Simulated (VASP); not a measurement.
Wanted: the native input for a VASP 6.6.1 run.

- Task: single point
- Functional: r2SCAN
- Potentials or basis: VASP PAW PBE potentials, release 64 (Si, O, H)
- Cutoff: 450 eV
- k mesh: 1 × 1 × 1
- Occupations: gaussian, width 0.02 eV
- Spin: no spin polarisation
- Further INCAR settings: ALGO = Normal; EDIFF = 1e-06; NBANDS = 236

The structure of Si12HO24 (a cell with a defect) lies in POSCAR:

```
Si12HO24
1.0
    9.8316000000      0.0000000000      0.0000000000
   -4.9158000000      8.5144153600      0.0000000000
    0.0000000000      0.0000000000     10.8182000000
Si O H
24 48 2
Direct
    0.2709099100      0.0094391800      0.1655027100
    0.9985581900      0.2592514300      0.3363694500
    0.2293313700      0.2350352900      0.9973888100
    0.2536999600      0.9943798200      0.6857301500
    0.9943088900      0.2605859300      0.8263963100
    0.2083269900      0.1946535800      0.5153311300
    0.2621491600      0.4975911800      0.1718615900
    0.0071092300      0.7712372900      0.3283148600
    0.2235410900      0.7272896200      0.0054956200
    0.2669434400      0.4925265000      0.6593211300
    0.9964925600      0.7555626100      0.8443723300
    0.2341662800      0.7379975200      0.4999615600
    0.7679183600      0.0027725800      0.1637768200
    0.5150453800      0.2909717700      0.3263891900
    0.7354828800      0.2356065700      0.9947544900
    0.7500254000      0.9945486100      0.6643177100
    0.4988791700      0.2694374300      0.8323993700
    0.7270726000      0.2340685100      0.4992150500
    0.7874783800      0.5096747300      0.1573528400
    0.5014811400      0.7712337700      0.3306460800
    0.7306058600      0.7321122000      0.9989357800
    0.7689976800      0.5017534200      0.6662599300
    0.4892422100      0.7549201000      0.8332459800
    0.7359702800      0.7334614600      0.4949275200
    0.0585994900      0.1851775900      0.4426589500
    0.2910020100      0.3666465000      0.1058264000
    0.1398598500      0.4267424900      0.2869976000
    0.2009835100      0.0720170000      0.0577487200
    0.4066298400      0.3704627500      0.3615348300
    0.4326514900      0.1539250100      0.2217404800
    0.0637104000      0.2018104000      0.9379856800
    0.2961209500      0.3602216000      0.5945064100
    0.1329963000      0.4206365700      0.7662825000
    0.1440959400      0.0534628100      0.6192837800
    0.3618947100      0.2974696100      0.8889306100
    0.4273668200      0.1382933600      0.7227606500
    0.0698422700      0.7005748600      0.4356703700
    0.2976032600      0.8725800500      0.1047948800
    0.1459163000      0.9395625000      0.2791979800
    0.1925934700      0.5656927500      0.0691771200
    0.3725483100      0.8040633200      0.3955902100
    0.4281822600      0.6421691300      0.2206537200
    0.0484628800      0.6811712500      0.9565332700
    0.2831508900      0.8721161200      0.6050312400
    0.1573768100      0.9148317700      0.8113722100
    0.2107464500      0.5753019700      0.5568150000
    0.3464649500      0.7730380600      0.8905284800
    0.4297587500      0.6246495600      0.7230592100
    0.5674995200      0.2199689900      0.4418414100
    0.8114747800      0.3713264800      0.0999751300
    0.6741022500      0.4415287100      0.2761049300
    0.7048024300      0.0708391800      0.0544039400
    0.8598764000      0.2853916600      0.3919929700
    0.9337635900      0.1388796900      0.2191445800
    0.5688786300      0.2097478700      0.9432799200
    0.7969424800      0.3651871000      0.6090898100
    0.6362505700      0.4334820500      0.7744881600
    0.6856066900      0.0652798700      0.5578710000
    0.8594873700      0.2928012300      0.8810256900
    0.9165469200      0.1276861800      0.7199152000
    0.5689396300      0.6934002000      0.4307230900
    0.7919415500      0.8629271600      0.1084292300
    0.6399768800      0.9359748100      0.2761740900
    0.7067804900      0.5682967600      0.0547796900
    0.8688771100      0.7964578400      0.3870153500
    0.9505596500      0.6538900700      0.2097545600
    0.5644435100      0.7011425300      0.9437322700
    0.7805881900      0.8618020400      0.6029322100
    0.6206643000      0.9221698500      0.7749832700
    0.7103227700      0.5713318500      0.5546426500
    0.8615482000      0.7938688900      0.8892565300
    0.9332905500      0.6387354700      0.7249986100
    0.4685945400      0.4824218500      0.3818332700
    0.2926452400      0.1351483600      0.4422009000
```

One way to write it, as run:

INCAR

```
SYSTEM = Si12HO24
  ALGO = Normal
  EDIFF = 1E-6
  ENCUT = 450
  ISIF = 2
  ISMEAR = 0
  LASPH = .True.
  LCHARG = .True.
  LELF = .True.
  LMIXTAU = .True.
  LREAL = .False.
  LVHAR = .True.
  LWAVE = .False.
  METAGGA = R2SCAN
  NBANDS = 236
  NELM = 100
  PREC = Accurate
  SIGMA = 0.02
```

KPOINTS

```
k-points
0
Gamma
  1 1 1
  0 0 0
```

Potentials or basis: VASP PAW PBE potentials, release 64 (Si, O, H).

The run is started by

```bash
$ cat potpaw_PBE.64/Si/POTCAR potpaw_PBE.64/O/POTCAR potpaw_PBE.64/H/POTCAR > POTCAR
$ mpirun -np 1 vasp_std > vasp.out
```

It gave:

```yaml
Largest_force: 0.399 eV/Å
Band_gap_on_the_k_mesh: 5.93 eV, direct
```

Caveat: the PAW data sets were made with another functional, which shifts forces and pressure a little.

Run time: 38 min on 1 thread of Intel(R) Xeon(R) Platinum 8488C (Sapphire Rapids) (shared host), peak memory 0.9 GiB.
